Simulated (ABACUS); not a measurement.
The system is In.

```
In
1.0
    -1.62547    1.62547    2.47370
     1.62547   -1.62547    2.47370
     1.62547    1.62547   -2.47370
In
1
Direct
  0.00000 0.00000 0.00000
```

Base run:

- Program: ABACUS 3.10.1
- Functional: PBE
- Potentials or basis: PseudoDojo NC SR 0.4.1 PBE standard
- Cutoff: 966 eV
- Density cutoff: 3864 eV
- Basis: plane waves
- k mesh: 11 × 11 × 11
- Occupations: fermi-dirac, width 0.05 eV
- Spin: no spin polarisation

Its results: band gap on the k mesh none (metal or under the smearing width); pressure 2.0 GPa.

**Question.** The run is repeated on the same cell with these changes: cutoff from 966 eV to 1361 eV; density cutoff from 3864 eV to 5442 eV; basis from plane waves to DZP LCAO (the cutoffs set its grid). What comes out?

**Answer.** Band gap on the k mesh none (metal or under the smearing width); pressure 2.9 GPa.

Caveats: the atomic orbitals were generated for these runs and aren't a published set (some runs); the basis of atomic orbitals isn't converged, which shifts pressures, moduli and gaps (some runs).

Not every run made on this cell is shown here.
